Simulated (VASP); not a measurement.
# GaSb (F-43m) in VASP: a series of runs

Runs on GaSb. Level: PBEsol. Tasks: single point.

All numbers are computed with VASP 6.6.1; they aren't measurements. Logs are shortened: lines on timing, memory, paths and dates and some standing lists are left out, and cuts for length are marked.

**What was measured.**

A printed reference work, data compilation reports, for a bulk crystal of GaSb at 4.2 K: band gap 0.811 eV (direct).

The runs below are set against these values where they give the same quantity.

**1. The cell of the first run**

The structure is cubic, space group F-43m (No. 216). Conventional cell: a = 5.863 Å, b = 5.863 Å, c = 5.863 Å, α = 90.00°, β = 90.00°, γ = 90.00°. Within 3.4 Å of Ga (site symmetry -43m) lie 4 Sb at 2.54 Å. Within 3.4 Å of Sb (site symmetry -43m) lie 4 Ga at 2.54 Å.

**2. Single point, PBEsol**

INCAR

```
PREC = Accurate ; ENCUT = 500
EDIFF = 1E-6 ; ISMEAR = 0
SIGMA = 0.01 ; LREAL = False
LASPH = True ; NELM = 120
ALGO = Normal ; ISIF = 2
LWAVE = False ; LCHARG = True
GGA = PS ; LELF = True
LVHAR = True ; NBANDS = 16
GGA_COMPAT = False
```

KPOINTS

```
regular mesh
0
Gamma
  6 6 6
```

POSCAR

```
GaSb
1.0
    0.0000000000      2.9313906686      2.9313906686
    2.9313906686      0.0000000000      2.9313906686
    2.9313906686      2.9313906686      0.0000000000
Ga Sb
1 1
Direct
    0.0000000000      0.0000000000      0.0000000000
    0.2500000000      0.2500000000      0.2500000000
```

Potentials or basis: VASP PAW PBE potentials, release 64 (Ga_d, Sb).

Run with:

```
cat potpaw_PBE.64/Ga_d/POTCAR potpaw_PBE.64/Sb/POTCAR > POTCAR
mpirun -np 1 vasp_std > vasp.out
```

OUTCAR:

```text
PREC = Accurate
   ENCUT = 500
   EDIFF = 1E-6
   ISMEAR = 0
   LREAL = False
   LASPH = True
   NELM = 120
   ISIF = 2
   GGA = PS

 ion  position               nearest neighbor table
   1  0.000  0.000  0.000-   2 2.54   2 2.54   2 2.54   2 2.54
   2  0.250  0.250  0.250-   1 2.54   1 2.54   1 2.54   1 2.54

  LATTYP: Found a face centered cubic cell.
 ALAT       =     5.8627813372

  Lattice vectors:

 A1 = (   0.0000000000,   2.9313906686,   2.9313906686)
 A2 = (   2.9313906686,   0.0000000000,   2.9313906686)
 A3 = (   2.9313906686,   2.9313906686,   0.0000000000)

Analysis of symmetry for initial positions (statically):
=====================================================================
 Subroutine PRICEL returns:
 Original cell was already a primitive cell.

 Routine SETGRP: Setting up the symmetry group for a
 face centered cubic supercell.

 Subroutine GETGRP returns: Found 24 space group operations
 (whereof 24 operations were pure point group operations)
 out of a pool of 48 trial point group operations.

The static configuration has the point symmetry T_d .

Analysis of symmetry for dynamics (positions and initial velocities):
=====================================================================
 Subroutine PRICEL returns:
 Original cell was already a primitive cell.

 Routine SETGRP: Setting up the symmetry group for a
 face centered cubic supercell.

 Subroutine GETGRP returns: Found 24 space group operations
 (whereof 24 operations were pure point group operations)
 out of a pool of 48 trial point group operations.

The dynamic configuration has the point symmetry T_d .

 Subroutine INISYM returns: Found 24 space group operations
 (whereof 24 operations are pure point group operations),
 and found     1 'primitive' translations

----------------------------------------------------------------------------------------

                                     Primitive cell

  volume of cell :      50.3792

  direct lattice vectors                    reciprocal lattice vectors
     0.000000000  2.931390669  2.931390669    -0.170567508  0.170567508  0.170567508
     2.931390669  0.000000000  2.931390669     0.170567508 -0.170567508  0.170567508
     2.931390669  2.931390669  0.000000000     0.170567508  0.170567508 -0.170567508

  length of vectors
     4.145612440  4.145612440  4.145612440     0.295431589  0.295431589  0.295431589

  position of ions in fractional coordinates (direct lattice)
     0.000000000  0.000000000  0.000000000
     0.250000000  0.250000000  0.250000000

  ion indices of the primitive-cell ions
   primitive index   ion index
                 1           1
                 2           2

----------------------------------------------------------------------------------------

 KPOINTS: regular mesh

Automatic generation of k-mesh.
 Grid dimensions read from file:
 generate k-points for:    6    6    6

 Generating k-lattice:

  Cartesian coordinates                     Fractional coordinates (reciprocal lattice)
    -0.028427918  0.028427918  0.028427918     0.166666667  0.000000000  0.000000000
     0.028427918 -0.028427918  0.028427918     0.000000000  0.166666667  0.000000000
     0.028427918  0.028427918 -0.028427918     0.000000000  0.000000000  0.166666667

  Length of vectors
     0.049238598  0.049238598  0.049238598

  Shift w.r.t. Gamma in fractional coordinates (k-lattice)
     0.000000000  0.000000000  0.000000000

 Subroutine IBZKPT returns following result:
 ===========================================

 Found     16 irreducible k-points:

 Following reciprocal coordinates:
            Coordinates               Weight
  0.000000  0.000000  0.000000      1.000000
  0.166667  0.000000  0.000000      8.000000
  0.333333  0.000000  0.000000      8.000000
  0.500000  0.000000  0.000000      4.000000
  0.166667  0.166667  0.000000      6.000000
  0.333333  0.166667  0.000000     24.000000
[... 8 lines left out ...]
 -0.333333  0.333333  0.166667     24.000000
 -0.333333  0.500000  0.166667     12.000000
   k-points           NKPTS =     16   k-points in BZ     NKDIM =     16   number of bands    NBANDS=     16
   number of dos      NEDOS =    301   number of ions     NIONS =      2
   total plane-waves  NPLWV =  27000
   dimension x,y,z NGX =    30 NGY =   30 NGZ =   30
   dimension x,y,z NGXF=    60 NGYF=   60 NGZF=   60
   ions per type =               1   1
   NGX,Y,Z   is equivalent  to a cutoff of  12.03, 12.03, 12.03 a.u.
   NGXF,Y,Z  is equivalent  to a cutoff of  24.06, 24.06, 24.06 a.u.
 SYSTEM =  unknown system
   PREC   = accura    normal or accurate (medium, high low for compatibility)
   ISTART =      0    job   : 0-new  1-cont  2-samecut
   ICHARG =      2    charge: 1-file 2-atom 10-const
   ISPIN  =      1    spin polarized calculation?
   LNONCOLLINEAR =      F non collinear calculations
   LSORBIT =      F    spin-orbit coupling
   LASPH  =      T    aspherical Exc in radial PAW
   ENCUT  =  500.0 eV  36.75 Ry    6.06 a.u.   7.56  7.56  7.56*2*pi/ulx,y,z
   NELM   =    120;   NELMIN=  2; NELMDL= -5     # of ELM steps
   EDIFF  = 0.1E-05   stopping-criterion for ELM
   LREAL  =      F    real-space projection
[... 7 lines left out ...]
   TEBEG  =    0.0;   TEEND  =   0.0 temperature during run
   PSTRESS=    0.0 pullay stress
   NELECT =      18.0000    total number of electrons
   NUPDOWN=      -1.0000    fix difference up-down
   EMIN   =  10.00;   EMAX   =-10.00  energy-range for DOS
   EFERMI =   0.00;   METHOD = LEGACY
   ISMEAR =     0;   SIGMA  =   0.01  broadening in eV -4-tet -1-fermi 0-gaus
   EFERMI_NEDOS =   21; number of points for ismear=-14 and -15
   IALGO  =     38    algorithm
   IMIX   =      4    mixing-type and parameters
     AMIX     =   0.40;   BMIX     =  1.00
     AMIX_MAG =   1.60;   BMIX_MAG =  1.00
  volume/ion in A,a.u.               =      25.19       169.99
  Fermi-wavevector in a.u.,A,eV,Ry     =   1.161668  2.195234 18.360684  1.349472
  Thomas-Fermi vector in A             =   2.298237
   LORBIT       =      0    0 simple, 1 ext, 2 COOP (PROOUT), +10 PAW based schemes
   GGA     = PS    functional components
   LHFCALC =     F    Hartree Fock is set to
   AEXX    =    0.0000 exact exchange contribution
   IVDW    =     0    specifies the selected vdW correction
   LEPSILON=     F    determine dielectric tensor
   LRPA    =     F    only Hartree local field effects (RPA)
 non-spin polarized calculation
 Gauss-broadening in eV      SIGMA  =   0.01
  energy-cutoff  :      500.00
  volume of cell :       50.38
 maximum number of plane-waves:      1303
   NGX = 15   NGY = 15   NGZ = 15

 number of electron      18.0000016 magnetization

 Free energy of the ion-electron system (eV)
  ---------------------------------------------------
  ext. energy  EPLUGINS =         0.00000000
  ---------------------------------------------------
  free energy    TOTEN  =        -7.95743121 eV

  energy without entropy =       -7.95743121  energy(sigma->0) =       -7.95743121

 E-fermi :   6.2136     XC(G=0):  -9.8296

 val. band max:        6.1422657930   @ k =   0.0000   0.0000   0.0000
 cond. band min:       6.7721837106   @ k =   0.5000   0.0000   0.0000
 fundamental gap:      0.6299179177
 Fermi energy:         6.2136075775

 k-point     1 :       0.0000    0.0000    0.0000
  band No.  band energies     occupation
      1      -9.1755      2.00000
      2      -9.1755      2.00000
      3      -9.1755      2.00000
      4      -9.1020      2.00000
      5      -9.1020      2.00000
      6      -6.3327      2.00000
[... 8 lines left out ...]
     15      14.9879      0.00000
     16      14.9879      0.00000

 k-point     2 :       0.1667    0.0000    0.0000
  band No.  band energies     occupation
      1      -9.1882      2.00000
      2      -9.1706      2.00000
      3      -9.1706      2.00000
      4      -9.1027      2.00000
      5      -9.1027      2.00000
      6      -6.0018      2.00000
[... 8 lines left out ...]
     15      13.7708      0.00000
     16      13.7708      0.00000

 k-point     3 :       0.3333    0.0000    0.0000
  band No.  band energies     occupation
      1      -9.2122      2.00000
      2      -9.1622      2.00000
      3      -9.1622      2.00000
      4      -9.1027      2.00000
      5      -9.1027      2.00000
      6      -5.1017      2.00000
[... 8 lines left out ...]
     15      14.4026      0.00000
     16      14.4026      0.00000

 k-point     4 :       0.5000    0.0000    0.0000
  band No.  band energies     occupation
      1      -9.2236      2.00000
      2      -9.1587      2.00000
      3      -9.1587      2.00000
      4      -9.1019      2.00000
      5      -9.1019      2.00000
      6      -4.3465      2.00000
[... 8 lines left out ...]
     15      16.4297      0.00000
     16      16.4297      0.00000

 k-point     5 :       0.1667    0.1667    0.0000
  band No.  band energies     occupation
      1      -9.1966      2.00000
      2      -9.1660      2.00000
      3      -9.1660      2.00000
      4      -9.1063      2.00000
      5      -9.1007      2.00000
      6      -5.8899      2.00000
[... 8 lines left out ...]
     15      13.8552      0.00000
     16      15.3594      0.00000

 k-point     6 :       0.3333    0.1667    0.0000
  band No.  band energies     occupation
      1      -9.2156      2.00000
      2      -9.1586      2.00000
      3      -9.1568      2.00000
      4      -9.1093      2.00000
      5      -9.1000      2.00000
      6      -5.1629      2.00000
[... 8 lines left out ...]
     15      14.9930      0.00000
     16      15.5706      0.00000
[... 115 lines left out ...]
 k-point    13 :       0.5000    0.5000    0.0000
  band No.  band energies     occupation
      1      -9.2480      2.00000
      2      -9.1360      2.00000
      3      -9.1360      2.00000
      4      -9.1237      2.00000
      5      -9.0965      2.00000
      6      -3.3153      2.00000
[... 8 lines left out ...]
     15      17.9215      0.00000
     16      17.9229      0.00000

 k-point    14 :       0.5000    0.3333    0.1667
  band No.  band energies     occupation
      1      -9.2292      2.00000
      2      -9.1524      2.00000
      3      -9.1483      2.00000
      4      -9.1116      2.00000
      5      -9.1005      2.00000
      6      -4.3271      2.00000
[... 8 lines left out ...]
     15      15.5993      0.00000
     16      17.6883      0.00000

 k-point    15 :      -0.3333    0.3333    0.1667
  band No.  band energies     occupation
      1      -9.2343      2.00000
      2      -9.1513      2.00000
      3      -9.1444      2.00000
      4      -9.1101      2.00000
      5      -9.1026      2.00000
      6      -3.6339      2.00000
[... 8 lines left out ...]
     15      17.1152      0.00000
     16      17.2530      0.00000

 k-point    16 :      -0.3333    0.5000    0.1667
  band No.  band energies     occupation
      1      -9.2410      2.00000
      2      -9.1452      2.00000
      3      -9.1394      2.00000
      4      -9.1156      2.00000
      5      -9.1004      2.00000
      6      -3.2595      2.00000
[... 8 lines left out ...]
     15      16.8897      0.00000
     16      18.1494      0.00000

------------------------ aborting loop because EDIFF is reached ----------------------------------------

  FORCE on cell =-STRESS in cart. coord.  units (eV):
  Direction    XX          YY          ZZ          XY          YZ          ZX
  --------------------------------------------------------------------------------------
  -------------------------------------------------------------------------------------
  Total        2.7623474      2.7623474      2.7623474      0.0000000     -0.0000000     -0.0000000
  in kB       87.8491937     87.8491937     87.8491937      0.0000000     -0.0000000     -0.0000000
  external PRESSURE =      87.8491937 kB  Pullay stress =       0.0000000 kB

 VOLUME and BASIS-vectors are now :
 -----------------------------------------------------------------------------
  energy-cutoff  :      500.00
  volume of cell :       50.38
      direct lattice vectors                 reciprocal lattice vectors
     0.000000000  2.931390669  2.931390669    -0.170567508  0.170567508  0.170567508
     2.931390669  0.000000000  2.931390669     0.170567508 -0.170567508  0.170567508
     2.931390669  2.931390669  0.000000000     0.170567508  0.170567508 -0.170567508

 POSITION                                       TOTAL-FORCE (eV/Angst)
 -----------------------------------------------------------------------------------
      0.00000      0.00000      0.00000        -0.000000      0.000000     -0.000000
      1.46570      1.46570      1.46570         0.000000     -0.000000      0.000000
 -----------------------------------------------------------------------------------
    total drift:                               -0.000000     -0.000000     -0.000000

  FREE ENERGIE OF THE ION-ELECTRON SYSTEM (eV)
  ---------------------------------------------------
  free  energy   TOTEN  =        -7.9574312080 eV

  energy  without entropy=       -7.9574312080  energy(sigma->0) =       -7.95743121
```

It took 6.3 s on 1 thread of Intel Xeon 6975P-C (Granite Rapids), shared host; peak memory 0.17 GiB.

Results:

```yaml
Free_energy: -7.9574 eV
Pressure: 8.8 GPa
Band_gap_on_the_k_mesh: 0.63 eV, indirect (least direct gap 0.94 eV)
```

Caveat: the PAW data sets were made with another functional, which shifts forces and pressure a little; spin-orbit coupling is left out, which moves the levels of the heavy elements. A k mesh can miss the band edges.

**3. Single point, PBEsol**

This run uses another cell than the first one, of 26.33 Å³/atom, 1.045 times its volume.

INCAR

```
ALGO = Normal ; EDIFF = 1E-6
ENCUT = 500 ; GGA = PS
GGA_COMPAT = F ; ISIF = 2
ISMEAR = 0 ; LASPH = T
LCHARG = F ; LREAL = F
LWAVE = F ; NBANDS = 16
NELM = 120 ; PREC = Accurate
SIGMA = 0.01
```

KPOINTS

```
k-points
0
Gamma
  6 6 6
```

POSCAR

```
GaSb
1.0
    0.0000000000      2.9751492194      2.9751492194
    2.9751492194      0.0000000000      2.9751492194
    2.9751492194      2.9751492194      0.0000000000
Ga Sb
1 1
Direct
    0.0000000000      0.0000000000      0.0000000000
    0.2500000000      0.2500000000      0.2500000000
```

Potentials or basis: VASP PAW PBE potentials, release 64 (Ga_d, Sb).

Run with:

```
cat potpaw_PBE.64/Ga_d/POTCAR potpaw_PBE.64/Sb/POTCAR > POTCAR
mpirun -np 1 vasp_std > vasp.out
```

Wall time 5.2 s (1 thread of Intel Xeon 6975P-C (Granite Rapids), shared host); peak memory 0.17 GiB.

It converged, with:

```yaml
Free_energy: -8.0560 eV
Pressure: 5.1 GPa
Band_gap_on_the_k_mesh: 0.53 eV, indirect (least direct gap 0.60 eV)
```

Levels at points of the mesh, in eV from the valence-band top:
```tsv
k point	band 6	band 7	band 8	band 9	band 10	band 11	band 12	band 13
(0.00, 0.00, 0.00)	-12.12	0.00	0.00	0.00	0.60	2.72	2.72	2.72
(0.50, 0.00, 0.00)	-10.26	-6.84	-1.30	-1.30	0.53	3.70	3.70	6.24
(0.50, 0.50, 0.00)	-9.30	-7.24	-2.90	-2.90	0.73	0.99	9.22	9.22
```

Caveat: the PAW data sets were made with another functional, which shifts forces and pressure a little; spin-orbit coupling is left out, which moves the levels of the heavy elements. A hybrid or GW would open this gap; PBEsol tends to underestimate it.

**4. Single point, PBEsol**

This run uses another cell than the first one, of 27.48 Å³/atom, 1.091 times its volume.

INCAR

```
PREC = Accurate
ENCUT = 500
EDIFF = 1E-6
ISMEAR = 0
SIGMA = 0.01
LREAL = False
LASPH = True
NELM = 120
ALGO = Normal
ISIF = 2
LWAVE = False
LCHARG = False
GGA = PS
NBANDS = 16
GGA_COMPAT = False
```

KPOINTS

```
regular mesh
0
Gamma
  6 6 6
```

POSCAR

```
GaSb
1.0
    0.0000000000      3.0176570942      3.0176570942
    3.0176570942      0.0000000000      3.0176570942
    3.0176570942      3.0176570942      0.0000000000
Ga Sb
1 1
Direct
    0.0000000000      0.0000000000      0.0000000000
    0.2500000000      0.2500000000      0.2500000000
```

Run with:

```
cat potpaw_PBE.64/Ga_d/POTCAR potpaw_PBE.64/Sb/POTCAR > POTCAR
mpirun -np 1 vasp_std > vasp.out
```

Run time: 5.1 s. Hardware: 1 thread of Intel Xeon 6975P-C (Granite Rapids), shared host; peak memory 0.18 GiB.

The run converged. Its results:

```yaml
Free_energy: -8.1074 eV
Pressure: 2.2 GPa
Band_gap_on_the_k_mesh: 0.28 eV, direct
```

Levels at points of the mesh, in eV from the valence-band top:
| k point | band 7 | band 8 | band 9 | band 10 | band 11 | band 12 |
| --- | --- | --- | --- | --- | --- | --- |
| (0.00, 0.00, 0.00) | 0.00 | 0.00 | 0.00 | 0.28 | 2.74 | 2.74 |
| (0.50, 0.00, 0.00) | -6.61 | -1.23 | -1.23 | 0.43 | 3.71 | 3.71 |
| (0.50, 0.50, 0.00) | -7.03 | -2.74 | -2.74 | 0.79 | 1.07 | 8.93 |

Caveat: the PAW data sets were made with another functional, which shifts forces and pressure a little; spin-orbit coupling is left out, which moves the levels of the heavy elements.

**5. Summary**

| cell | gap on the mesh (eV) | pressure (GPa) |
| --- | --- | --- |
| a = 4.146 Å, angles 60.0°, 2 atoms | 0.63 | 8.8 |
| a = 4.207 Å, angles 60.0°, 2 atoms | 0.53 | 5.1 |
| a = 4.268 Å, angles 60.0°, 2 atoms | 0.28 | 2.2 |

Alike in all rows: task single point; level PBEsol; potentials or basis VASP PAW PBE potentials, release 64 (Ga_d, Sb); no spin polarisation; k mesh 6 × 6 × 6; cutoff (eV) 500; smearing gaussian 0.01 eV.

Caveats: the PAW data sets were made with another functional, which shifts forces and pressure a little; spin-orbit coupling is left out, which moves the levels of the heavy elements.

Absolute energies hang on the potentials; compare differences alone.

**6. Comparison with measurements**

Step 4. Against the measured gap of GaSb, 0.811 eV (direct; 4.2 K; a printed reference work, data compilation), the calculated 0.28 eV is off by -0.53 eV. Spin-orbit coupling on Ga, Sb is left out. The value is that of PBEsol on a finite k mesh, which can miss the band edges, without temperature or zero-point motion. Semilocal functionals fall short of measured gaps as a rule.
